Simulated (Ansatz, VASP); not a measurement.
## Y in VASP and in Ansatz

Contents of INCAR:

```
SYSTEM = Y
  ALGO = Normal
  EDIFF = 1E-6
  ENCUT = 520
  GGA = CA
  ISIF = 2
  ISMEAR = -1
  LASPH = .TRUE.
  LCHARG = .TRUE.
  LELF = .TRUE.
  LREAL = .FALSE.
  LVHAR = .TRUE.
  LWAVE = .FALSE.
  NBANDS = 12
  NELM = 80
  PREC = Accurate
  SIGMA = 0.1
```

Contents of KPOINTS:

```
k-points
0
G
  11 11 11
  0 0 0
```

Contents of POSCAR:

```
Y
1.0
    3.0098487076      0.0000000000      0.0000000000
    0.0000000000      3.0098487076      0.0000000000
    0.0000000000      0.0000000000      3.0098487076
Y
1
Direct
    0.0000000000      0.0000000000      0.0000000000
```

Input for Ansatz:

```yaml
crystal:
  lattice:
    - [3.0098487076, 0.0, 0.0]
    - [0.0, 3.0098487076, 0.0]
    - [0.0, 0.0, 3.0098487076]
  atoms:
    - { symbol: "Y", position: [0.0, 0.0, 0.0] }
hamiltonian:
  xc: lda
  pseudopotentials:
    kind: paw
    azcp:
      "Y": "pseudopotentials/Y.paw.azcp"
basis:
  ecutwfc: 420
  fft_grid_basis: typed
kpoints:
  mp_grid: { grid: [11, 11, 11], shift: [0, 0, 0] }
magnetization:
  spin_polarized: false
scf:
  occupations: { method: fermi_dirac, width: 0.1 }
  lower_state_search: "off"
output:
  stress: true
```

Alike in both runs: task single point; functional LDA; k mesh 11 × 11 × 11; occupations fermi-dirac, width 0.1 eV; no spin polarisation.

```csv
,VASP,Ansatz
version,VASP 6.6.1,Ansatz 0.2.0
potentials or method,"VASP PAW LDA potentials, release 64 (Y_sv)","plane waves (420 eV) with PAW, scalar-relativistic"
plane-wave cutoff (eV),520,420
valence electrons in the cell,11,11
```

VASP gave:

```
pressure (GPa) : 4.7
```

Question: Which values does Ansatz return?

Answer: Pressure (GPa): 4.8.

Ansatz warned: «pseudo_functional_mismatch».
